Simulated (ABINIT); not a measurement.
Crystal: Ga.

```
Ga
1.0
     1.38300   -4.02650    0.00000
     1.38300    4.02650    0.00000
    -0.11745    0.00000    3.32993
Ga
2
Cartesian
  1.2949 2.9716 2.4974
  1.3536 -2.9716 0.8325
```

This isn't the form of Ga at room conditions, which is orthorhombic.

* Program: ABINIT 10.8.3 (patched build)
* Task: relaxation of cell and atoms
* Functional: PBEsol
* Potentials or basis: PseudoDojo NC SR PBEsol v0.4.1 standard
* Cutoff: 1088 eV
* k mesh: 8 × 8 × 6
* Occupations: fermi-dirac, width 0.05 eV
* Spin: no spin polarisation

At the start: pressure -1.6 GPa; volume 18.54 Å³/atom.

Task: Where does the relaxation end?

Result: Over 17 steps the energy falls by 16.0 meV/atom and the volume is 17.98 Å³/atom (-3.0 %); space group C2/c (No. 15, to 0.05 Å).

The path:
| step | energy change (eV) | largest force (eV/Å) | pressure (GPa) | volume (Å³) |
| --- | --- | --- | --- | --- |
| 1 | 0.0000 | 0.2070 | -1.56 | 37.09 |
| 2 | -0.0039 | 0.1846 | -1.34 | 36.91 |
| 3 | -0.0135 | 0.1709 | 2.41 | 34.79 |
| 4 | -0.0227 | 0.0249 | 0.05 | 35.90 |
| 5 | -0.0257 | 0.0166 | 0.44 | 35.69 |
| 6 | -0.0287 | 0.0542 | 0.74 | 35.56 |
| 7 | -0.0303 | 0.0433 | 0.49 | 35.70 |
| 8 | -0.0317 | 0.0091 | -0.06 | 36.01 |
| 9 | -0.0318 | 0.0025 | -0.12 | 36.04 |
| 10 | -0.0318 | 0.0032 | -0.13 | 36.04 |
| 11 | -0.0319 | 0.0065 | -0.07 | 36.01 |
| 12 | -0.0319 | 0.0045 | 0.00 | 35.96 |
| 13 | -0.0319 | 0.0018 | 0.04 | 35.95 |
| 14 | -0.0319 | 0.0004 | 0.04 | 35.94 |
| 15 | -0.0319 | 0.0006 | 0.03 | 35.95 |
| 16 | -0.0319 | 0.0003 | 0.01 | 35.96 |
| 17 | -0.0319 | 0.0001 | 0.00 | 35.97 |

Final structure:
```xyz
2
Lattice="1.3487 -4.0200 -0.0459 1.3487 4.0200 -0.0459 -0.2250 0.0000 3.3244" Properties=species:S:1:pos:R:3 pbc="T T T"
Ga    1.1800    2.9503    2.4474
Ga    1.2925   -2.9503    0.7852
```
